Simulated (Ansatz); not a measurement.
**Zr: a single-point run**

Wanted: a converged single-point run for Zr, and a check of what comes out. The structure is shown as the input types it.

Program: Ansatz 0.2.0. Level of theory: Kohn-Sham DFT, with the functional, basis and potentials that each input names (as first typed). These are calculated values, not measurements.

1 further run of the same task is left out (it didn't finish).

## Step 1: The structure to begin with

The structure is hexagonal, space group P6_3/mmc (No. 194). Conventional cell: a = 3.167 Å, b = 3.167 Å, c = 5.043 Å, α = 90.00°, β = 90.00°, γ = 120.00°. Zr (site symmetry -6m2) has 12 Zr at 3.11 to 3.17 Å as nearest neighbours.

As a file:

```
CELL_PARAMETERS angstrom
3.16658 0.00000 0.00000
-1.58329 2.74234 0.00000
0.00000 0.00000 5.04282
ATOMIC_POSITIONS crystal
Zr 0.33333 0.66667 0.25000
Zr 0.66667 0.33333 0.75000
```

## Step 2: Running it

File input.yaml:

```yaml
crystal:
  lattice:
    - [3.1665818138, 0.0, 0.0]
    - [-1.5832909069, 2.7423402939, 0.0]
    - [0.0, 0.0, 5.0428235023]
  atoms:
    - { symbol: Zr, position: [0.3333333333, 0.6666666667, 0.25] }
    - { symbol: Zr, position: [0.6666666667, 0.3333333333, 0.75] }
kpoints:
  mp_grid: { grid: [13, 13, 7] }
scf:
  occupations: { method: fermi_dirac, width: 0.03 }
  max_iter: 80
hamiltonian:
  xc: pbe
  pseudopotentials: { kind: paw }
  hubbard: { sites: [{ species: Zr, l: f, u_eff: 30.0 }] }
output:
  forces: true
  stress: true
  eigenvalues: true
  efg: { contact_densities: true }
```

Started as:

```sh
$ ansatz run input.yaml --threads 1 --pin off --max-ram 2048MiB --backend cpu --events-out ev --progress --plain --runs-dir out
```

**Question.** How will this run end, and is anything wrong with its input?

The run ended at the input check. The line that matters: «inconsistent input (hamiltonian.hubbard.sites[].l, hamiltonian.hubbard.sites[].shell): the file of Zr doesn't list 4f, and it can't be added: PBE doesn't bind the shell 4f of the free atom, whose level lies at +1.03 eV ...»

In the input, hamiltonian.hubbard.sites is [{species: Zr, l: f, u_eff: 30.0}]. There is no such shell to put a U on.

What to do: delete hamiltonian.hubbard.sites.
